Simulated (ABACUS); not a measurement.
# HfN (P6_3/mmc) in ABACUS: reference runs

Aim: a first look at HfN with PBE, on the cell as given and on a disturbed one.

Everything below comes from runs of ABACUS 3.10.1. Logs are shortened: lines on timing, memory, paths and dates and some standing lists are left out, and cuts for length are marked.

### Step 1. Starting point

Symmetry: P6_3/mmc, No. 194, hexagonal system. The conventional cell has a = 3.134 Å, b = 3.134 Å, c = 5.417 Å, α = 90.00°, β = 90.00°, γ = 120.00°. Around Hf (site symmetry -6m2) lie 6 N at 2.26 Å. Around N (site symmetry -3m) lie 6 Hf at 2.26 Å.

The cell comes from a database or a generator and needn't be the stable form of this composition.

### Step 2. Single point, PBE

The input, INPUT:

```
INPUT_PARAMETERS
suffix              HfN
calculation         scf
basis_type          pw
pseudo_dir          ./
symmetry            1
dft_functional      pbe
ecutwfc             84
pseudo_rcut         10
nspin               1
nbands              21
ks_solver           dav
smearing_method     fd
smearing_sigma      0.00367493
scf_thr             1e-08
scf_nmax            100
mixing_type         broyden
mixing_beta         0.7
cal_force           1
cal_stress          1
out_chg             1
out_pot             2
out_elf             1
```

The input, STRU:

```
ATOMIC_SPECIES
Hf 178.4900 Hf.upf
N 14.0070 N.upf

LATTICE_CONSTANT
1.8897261246

LATTICE_VECTORS
3.1339080219 0.0000000000 0.0000000000
-1.5669540110 2.7140439601 0.0000000000
0.0000000000 0.0000000000 5.4167677200

ATOMIC_POSITIONS
Direct

Hf
0.0
2
0.3333333333 0.6666666667 0.2500000000 1 1 1
0.6666666667 0.3333333333 0.7500000000 1 1 1

N
0.0
2
0.0000000000 0.0000000000 0.5000000000 1 1 1
0.0000000000 0.0000000000 0.0000000000 1 1 1
```

The input, KPT:

```
K_POINTS
0
Gamma
10 10 5 0 0 0
```

Potentials or basis: PseudoDojo NC SR 0.4.1 PBE standard, plane waves.

On the command line:

```
$ OMP_NUM_THREADS=1 mpirun -np 4 abacus > log
```

running log:

```text
ABACUS v3.10.1

               Atomic-orbital Based Ab-initio Computation at UStc

 ------------------------------------------------------------------------------------

 READING GENERAL INFORMATION
                           global_out_dir = OUT.HfN/
                           global_in_card = INPUT
                               pseudo_dir = ./
                              orbital_dir =
                                    DSIZE = 4
                                    GSIZE = 1

 READING UNITCELL INFORMATION
                                    ntype = 2
                  lattice constant (Bohr) = 1.88973
              lattice constant (Angstrom) = 1

 READING ATOM TYPE 1
                               atom label = Hf
                      L=0, number of zeta = 1
                      L=1, number of zeta = 1
                      L=2, number of zeta = 1
             number of atom for this type = 2

 READING ATOM TYPE 2
                               atom label = N
                      L=0, number of zeta = 1
                      L=1, number of zeta = 1
                      L=2, number of zeta = 1
             number of atom for this type = 2

                        TOTAL ATOM NUMBER = 4
DIRECT COORDINATES
    atom                   x                   y                   z     mag                  vx                  vy                  vz
taud_Hf1            0.3333333333        0.6666666667        0.2500000000  0.0000        0.0000000000        0.0000000000        0.0000000000
taud_Hf2            0.6666666667        0.3333333333        0.7500000000  0.0000        0.0000000000        0.0000000000        0.0000000000
taud_N1            0.0000000000        0.0000000000        0.5000000000  0.0000        0.0000000000        0.0000000000        0.0000000000
taud_N2            0.0000000000        0.0000000000        0.0000000000  0.0000        0.0000000000        0.0000000000        0.0000000000

                          Volume (Bohr^3) = 310.914
                             Volume (A^3) = 46.0726

 Lattice vectors: (Cartesian coordinate: in unit of a_0)
             +3.13391                  +0                  +0
             -1.56695            +2.71404                  +0
                   +0                  +0            +5.41677
 Reciprocal vectors: (Cartesian coordinate: in unit of 2 pi/a_0)
             +0.31909           +0.184227                  -0
                   -0           +0.368454                  -0
                   +0                  -0           +0.184612
 The esolver type has been set to : ksdft_pw

                PAO radial cut off (Bohr) = 10

 Read in pseudopotential file is Hf.upf
                     pseudopotential type = NC
          exchange-correlation functional = PBE
                 nonlocal core correction = 1
                        valence electrons = 12
                                     lmax = 3
                           number of zeta = 4
                     number of projectors = 8
                           L of projector = 0
                           L of projector = 0
                           L of projector = 1
                           L of projector = 1
                           L of projector = 2
                           L of projector = 2
                           L of projector = 3
                           L of projector = 3
                PAO radial cut off (Bohr) = 10

 Read in pseudopotential file is N.upf
                     pseudopotential type = NC
          exchange-correlation functional = PBE
                 nonlocal core correction = 1
                        valence electrons = 5
                                     lmax = 1
                           number of zeta = 2
                     number of projectors = 4
                           L of projector = 0
                           L of projector = 0
                           L of projector = 1
                           L of projector = 1
     initial pseudo atomic orbital number = 28

 SETUP THE ELECTRONS NUMBER
            electron number of element Hf = 12
      total electron number of element Hf = 24
             electron number of element N = 5
       total electron number of element N = 10
            AUTOSET number of electrons:  = 34
                           occupied bands = 17
                                   NBANDS = 21
                                   NLOCAL = 36

%%%%%%%%%%%%%%%%%%%%%%%%%%%%%%%%%%%%%%%%%%%%%%%%%%%%%%%%%%%%%%%%%%%%%%%%%%%%%%%%%%%%%%%%%%%%%%%%%%%%%%%%%%
 Warning: the number of valence electrons in pseudopotential > 4 for Hf: [Xe] 4f14 5d2 6s2
 Pseudopotentials with additional electrons can yield (more) accurate outcomes, but may be less efficient.
 If you're confident that your chosen pseudopotential is appropriate, you can safely ignore this warning.
%%%%%%%%%%%%%%%%%%%%%%%%%%%%%%%%%%%%%%%%%%%%%%%%%%%%%%%%%%%%%%%%%%%%%%%%%%%%%%%%%%%%%%%%%%%%%%%%%%%%%%%%%%

[... 79 lines left out ...]
                   Input type of k points = Monkhorst-Pack(Gamma)
                                   nkstot = 500
                       right hand lattice = 1
(for reciprocal lattice: )
                             BRAVAIS TYPE = 4
                     BRAVAIS LATTICE NAME = 04. Hexagonal cell
                                    ibrav = 4
                       right hand lattice = 1
(for k-lattice: )
                             BRAVAIS TYPE = 4
                     BRAVAIS LATTICE NAME = 04. Hexagonal cell
                                    ibrav = 4
                       right hand lattice = 1
                        ROTATION MATRICES = 24
                               nkstot_ibz = 42
K-POINTS REDUCTION ACCORDING TO SYMMETRY
     IBZ    DIRECT_X    DIRECT_Y    DIRECT_Z  WEIGHT  ibz2bz
       1  0.00000000  0.00000000  0.00000000  0.0020       0
       2 -0.10000000  0.10000000  0.00000000  0.0120       1
       3 -0.20000000  0.20000000  0.00000000  0.0120       2
       4 -0.30000000  0.30000000  0.00000000  0.0120       3
       5 -0.40000000  0.40000000  0.00000000  0.0120       4
       6  0.50000000  0.50000000  0.00000000  0.0060       5
[... 22 lines left out ...]
      29  0.00000000  0.00000000  0.40000000  0.0040     200
      30 -0.10000000  0.10000000  0.40000000  0.0240     201
[... 12 further k points ...]

                               nkstot now = 42
[... K-POINTS DIRECT COORDINATES: 42 rows ...]

           k-point number in this process = 42
       minimum distributed K point number = 42
[... stars of the k points ...]

[... K-POINTS CARTESIAN COORDINATES: 42 rows ...]

[... K-POINTS DIRECT COORDINATES: 42 rows ...]

 SETUP PLANE WAVES FOR WAVE FUNCTIONS
     energy cutoff for wavefunc (unit:Ry) = 84
              fft grid for wave functions = [ 36, 36, 60 ]
                    number of plane waves = 5721
                         number of sticks = 253

 PARALLEL PW FOR WAVE FUNCTIONS
     PROC   COLUMNS(POT)             PW
        1             63           1429
        2             63           1429
        3             63           1429
        4             64           1434
 --------------- sum -------------------
        4            253           5721

 SETUP NONLOCAL PSEUDOPOTENTIALS IN PLANE WAVE BASIS
 Hf non-local projectors:
 projector 1 L=0
 projector 2 L=0
 projector 3 L=1
 projector 4 L=1
 projector 5 L=2
 projector 6 L=2
 projector 7 L=3
 projector 8 L=3
 N non-local projectors:
 projector 1 L=0
 projector 2 L=0
 projector 3 L=1
 projector 4 L=1
      TOTAL NUMBER OF NONLOCAL PROJECTORS = 80

 Init Non-Local PseudoPotential table :
 Init Non-Local-Pseudopotential done.

                                     npwx = 1052

 Make real space PAO into reciprocal space.
       max mesh points in Pseudopotential = 1001
     dq(describe PAO in reciprocal space) = 0.01
                                    max q = 1104

 number of pseudo atomic orbitals for Hf is 4
WARNING: norm of atomic wavefunction # 3 of atomic type Hf is 0.999757, renormalized
WARNING: norm of atomic wavefunction # 4 of atomic type Hf is 0.999781, renormalized

 number of pseudo atomic orbitals for N is 2
WARNING: norm of atomic wavefunction # 2 of atomic type N is 0.999999, renormalized

 -------------------------------------------
 SELF-CONSISTENT
 -------------------------------------------
                                 init_chg = atomic

 PW ALGORITHM --------------- ION=   1  ELEC=   1--------------------------------

 Density error is 1.06157138194
                          Error Threshold = 0.01
----------------------------------------------------------
     Energy           Rydberg                 eV
----------------------------------------------------------
 E_KohnSham     -267.1667145796      -3634.9896342218
 E_Harris       -266.9926601765      -3632.6215025787
 E_Fermi        1.3643502981         18.5629381226
----------------------------------------------------------
[... 75 lines left out ...]
 Density error is 2.75884220041e-09
                          Error Threshold = 2.7884213706e-10
----------------------------------------------------------
     Energy           Rydberg                 eV
----------------------------------------------------------
 E_KohnSham     -267.6412537801      -3641.4460712734
 E_KS(sigma->0) -267.6407836240      -3641.4396744718
 E_Harris       -267.6409288107      -3641.4416498378
 E_band         -9.2349636835        -125.6481269188
 E_one_elec     -13.3520087050       -181.6633981342
 E_Hartree      27.3834220103        372.5705700792
 E_xc           -69.6874452838       -948.1463349235
 E_Ewald        -211.9842814894      -2884.1941146918
 E_entropy(-TS) -0.0009403121        -0.0127936031
 E_descf        0.0000000000         0.0000000000
 E_exx          0.0000000000         0.0000000000
 E_Fermi        1.3521659425         18.3971614594
----------------------------------------------------------

 charge density convergence is achieved
 final etot is -3641.4460713 eV
 EFERMI = 18.397161459 eV
The vacuum level is 10.719379137 eV

 STATE ENERGY(eV) AND OCCUPATIONS    NSPIN == 1
 1/42 kpoint (Cartesian) = 0.0000 0.0000 0.0000 (1010 pws)
       1       -44.0231     0.00400000
       2       -43.9753     0.00400000
       3       -13.3626     0.00400000
       4       -12.5007     0.00400000
       5       -12.3992     0.00400000
       6       -12.3992     0.00400000
[... 128 lines left out ...]
      20        22.7667    1.33716e-40
      21        23.0121    9.86373e-43

[... levels at 36 further k points ...]

------------------------------------------------------------------------------------------
 TOTAL-FORCE (eV/Angstrom)
------------------------------------------------------------------------------------------
                       Hf1         0.0000000000         0.0000000000         0.0000000000
                       Hf2         0.0000000000         0.0000000000         0.0000000000
                        N1         0.0000000000         0.0000000000         0.0000000000
                        N2         0.0000000000         0.0000000000         0.0000000000
------------------------------------------------------------------------------------------

----------------------------------------------------------------
 TOTAL-STRESS (KBAR)
----------------------------------------------------------------
        55.4947193511         0.0000000010        -0.0000000000
         0.0000000010        55.4947193507         0.0000000000
         0.0000000000        -0.0000000000        50.9268440916
----------------------------------------------------------------
 TOTAL-PRESSURE: 53.972094 KBAR

 --------------------------------------------
 !FINAL_ETOT_IS -3641.4460712733539367 eV
 --------------------------------------------
```

Wall time 31 s (4 MPI ranks of Intel Xeon Platinum 8488C (Sapphire Rapids), shared host); peak memory 0.32 GiB.

What came out:

```
Free energy            : -3641.4461 eV
Pressure               : 5.4 GPa
Band gap on the k mesh : none (metal or under the smearing width)
```

Stress tensor (GPa, compression positive):
```
5.55 0.00 0.00
0.00 5.55 0.00
0.00 0.00 5.09
```

Caveat: there are fewer bands than atomic start orbitals, so a level may be missed at k points of high symmetry. The run has no spin-orbit coupling, so splittings on Hf are missing.

### Step 3. Single point, PBE (atoms moved at random, drawn with an rms of 0.05 Å)

INPUT is that of step 2.

The input, STRU:

```
ATOMIC_SPECIES
Hf 178.4900 Hf.upf
N 14.0070 N.upf

LATTICE_CONSTANT
1.8897261246

LATTICE_VECTORS
3.1339080219 0.0000000000 0.0000000000
-1.5669540110 2.7140439601 0.0000000000
0.0000000000 0.0000000000 5.4167677200

ATOMIC_POSITIONS
Direct

Hf
0.0
2
0.3336620000 0.6541600000 0.2504860000 1 1 1
0.6614420000 0.3356560000 0.7499240000 1 1 1

N
0.0
2
0.0076370000 -0.0035320000 0.4917730000 1 1 1
0.0046040000 0.0022350000 -0.0066630000 1 1 1
```

KPT is that of step 2.

Potentials or basis: PseudoDojo NC SR 0.4.1 PBE standard, plane waves.

On the command line:

```
$ OMP_NUM_THREADS=1 mpirun -np 4 abacus > log
```

running log:

```text
ABACUS v3.10.1

               Atomic-orbital Based Ab-initio Computation at UStc

 ------------------------------------------------------------------------------------

 READING GENERAL INFORMATION
                           global_out_dir = OUT.HfN/
                           global_in_card = INPUT
                               pseudo_dir = ./
                              orbital_dir =
                                    DSIZE = 4
                                    GSIZE = 1

 READING UNITCELL INFORMATION
                                    ntype = 2
                  lattice constant (Bohr) = 1.88973
              lattice constant (Angstrom) = 1

 READING ATOM TYPE 1
                               atom label = Hf
                      L=0, number of zeta = 1
                      L=1, number of zeta = 1
                      L=2, number of zeta = 1
             number of atom for this type = 2

 READING ATOM TYPE 2
                               atom label = N
                      L=0, number of zeta = 1
                      L=1, number of zeta = 1
                      L=2, number of zeta = 1
             number of atom for this type = 2

                        TOTAL ATOM NUMBER = 4
DIRECT COORDINATES
    atom                   x                   y                   z     mag                  vx                  vy                  vz
taud_Hf1            0.3336620000        0.6541600000        0.2504860000  0.0000        0.0000000000        0.0000000000        0.0000000000
taud_Hf2            0.6614420000        0.3356560000        0.7499240000  0.0000        0.0000000000        0.0000000000        0.0000000000
taud_N1            0.0076370000        0.9964680000        0.4917730000  0.0000        0.0000000000        0.0000000000        0.0000000000
taud_N2            0.0046040000        0.0022350000        0.9933370000  0.0000        0.0000000000        0.0000000000        0.0000000000

                          Volume (Bohr^3) = 310.914
                             Volume (A^3) = 46.0726

[... 231 lines left out ...]

 -------------------------------------------
 SELF-CONSISTENT
 -------------------------------------------
                                 init_chg = atomic

 PW ALGORITHM --------------- ION=   1  ELEC=   1--------------------------------

 Density error is 1.0673155851
                          Error Threshold = 0.01
----------------------------------------------------------
     Energy           Rydberg                 eV
----------------------------------------------------------
 E_KohnSham     -267.1623468373      -3634.9302080402
 E_Harris       -266.9718012103      -3632.3377017832
 E_Fermi        1.3637405835         18.5546425288
----------------------------------------------------------
[... 99 lines left out ...]
 Density error is 4.21524421473e-09
                          Error Threshold = 6.04203650913e-11
----------------------------------------------------------
     Energy           Rydberg                 eV
----------------------------------------------------------
 E_KohnSham     -267.6394047952      -3641.4209145434
 E_KS(sigma->0) -267.6389730946      -3641.4150409556
 E_Harris       -267.6393897303      -3641.4207095747
 E_band         -9.2357133195        -125.6583262392
 E_one_elec     -13.4265657743       -182.6777991028
 E_Hartree      27.4226669588        373.1045249956
 E_xc           -69.6914274999       -948.2005157523
 E_Ewald        -211.9432150786      -2883.6353775082
 E_entropy(-TS) -0.0008634012        -0.0117471757
 E_descf        0.0000000000         0.0000000000
 E_exx          0.0000000000         0.0000000000
 E_Fermi        1.3516154111         18.3896710957
----------------------------------------------------------

 charge density convergence is achieved
 final etot is -3641.4209145 eV
 EFERMI = 18.389671096 eV
The vacuum level is 11.104801351 eV

 STATE ENERGY(eV) AND OCCUPATIONS    NSPIN == 1
 1/252 kpoint (Cartesian) = 0.0000 0.0000 0.0000 (1010 pws)
       1       -44.0216     0.00400000
       2       -43.9724     0.00400000
       3       -13.3633     0.00400000
       4       -12.5000     0.00400000
       5       -12.4083     0.00400000
       6       -12.3886     0.00400000
[... 128 lines left out ...]
      20        22.7498    5.37966e-41
      21        23.0577    1.13852e-43

[... levels at 246 further k points ...]

------------------------------------------------------------------------------------------
 TOTAL-FORCE (eV/Angstrom)
------------------------------------------------------------------------------------------
                       Hf1        -0.0105446837         0.3148356264        -0.4506466127
                       Hf2         0.3883264463        -0.0741542485        -0.3782640859
                        N1        -0.2789754564        -0.0434323550         0.5073778964
                        N2        -0.0988063062        -0.1972490230         0.3215328021
------------------------------------------------------------------------------------------

----------------------------------------------------------------
 TOTAL-STRESS (KBAR)
----------------------------------------------------------------
        61.7905073714        -3.3258118262        -0.9690201372
        -3.3258118262        57.4277448184        -0.2324804826
        -0.9690201372        -0.2324804826        55.4894344140
----------------------------------------------------------------
 TOTAL-PRESSURE: 58.235896 KBAR

 --------------------------------------------
 !FINAL_ETOT_IS -3641.4209145433837875 eV
 --------------------------------------------
```

Wall time 3.6 min (4 MPI ranks of Intel Xeon Platinum 8488C (Sapphire Rapids), shared host); peak memory 0.64 GiB.

Results:

| Quantity | Value |
| --- | --- |
| Free energy | -3641.4209 eV |
| Pressure | 5.8 GPa |
| Largest force | 0.581 eV/Å |
| Band gap on the k mesh | none (metal or under the smearing width) |

Forces in eV/Å, atoms in the order of the input:
```
Hf  -0.011  0.315 -0.451
Hf   0.388 -0.074 -0.378
N   -0.279 -0.043  0.507
N   -0.099 -0.197  0.322
```

Levels at points of the mesh, in eV from the Fermi level:
```csv
k point,band 15,band 16,band 17,band 18,band 19,band 20
"(0.00, 0.00, 0.00)",-3.54,-1.92,-0.55,0.62,0.67,1.10
"(0.50, 0.00, 0.00)",-3.35,-2.96,-2.43,2.32,2.70,4.36
"(0.00, 0.50, 0.00)",-3.38,-2.96,-2.44,2.23,2.74,4.35
"(0.50, 0.50, 0.00)",-3.40,-2.84,-2.41,2.54,2.61,4.40
```

Caveat: there are fewer bands than atomic start orbitals, so a level may be missed at k points of high symmetry.
